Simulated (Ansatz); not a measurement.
AlSb:
```cif
data_AlSb
_chemical_formula_sum 'Sb1 Al1'
_space_group_name_H-M_alt 'P 1'
_space_group_IT_number 1
_cell_length_a 4.36799
_cell_length_b 4.36799
_cell_length_c 4.36799
_cell_angle_alpha 60.000
_cell_angle_beta 60.000
_cell_angle_gamma 60.000
loop_
_space_group_symop_operation_xyz
  'x, y, z'
loop_
_atom_site_label
_atom_site_type_symbol
_atom_site_fract_x
_atom_site_fract_y
_atom_site_fract_z
_atom_site_occupancy
Sb1 Sb 0.75000 0.75000 0.75000 1
Al1 Al 0.00000 0.00000 0.00000 1
```

Relaxed with r²SCAN. 

Question: HSE06 on this cell (Ansatz, a program for electronic structure, PAW) gives a gap of 1.78 eV. What does r²SCAN give?

Answer: 1.50 eV.

Cost on shared cores: the r²SCAN run (SCF on a 8×8×8 mesh, then bands and DOS) roughly 30 core-seconds, the HSE06 run (SCF on 6×6×6, then a few points) very roughly 100 core-seconds; the tasks are unlike.

Space group F-43m (zinc blende). Symmetry was held in the r²SCAN relaxation; of distortions, only those at the zone centre were tested. Scalar-relativistic: spin–orbit coupling is off unless named, which matters more the heavier the elements.

Potentials: the later of the program's two PAW sets.

Ansatz is a plane-wave DFT program.
